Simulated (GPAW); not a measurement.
The system is MoP.

```
Mo P
1.0
     3.22300    0.00000    0.00000
    -1.61150    2.79120    0.00000
     0.00000    0.00000    3.19100
Mo P
1 1
Direct
  0.00000 0.00000 0.00000
  0.33333 0.66667 0.50000
```

Base run:

| Item | Value |
| --- | --- |
| Program | GPAW 26.7.0 |
| Functional | RPBE |
| Potentials or basis | the program's PAW data sets (release 1.2.1) made for this functional |
| Cutoff | 600 eV |
| Basis | pw |
| k mesh | 10 × 10 × 8 |
| Occupations | fermi-dirac, width 0.05 eV |
| Spin | no spin polarisation |

Its results: pressure 6.2 GPa.

Question: The run is repeated on the same cell with these changes: functional from RPBE to PBEsol; potentials or basis from the program's PAW data sets (release 1.2.1) made for this functional to PAW data sets generated in the run's folder for this functional. What comes out?

Answer: Pressure -3.5 GPa.
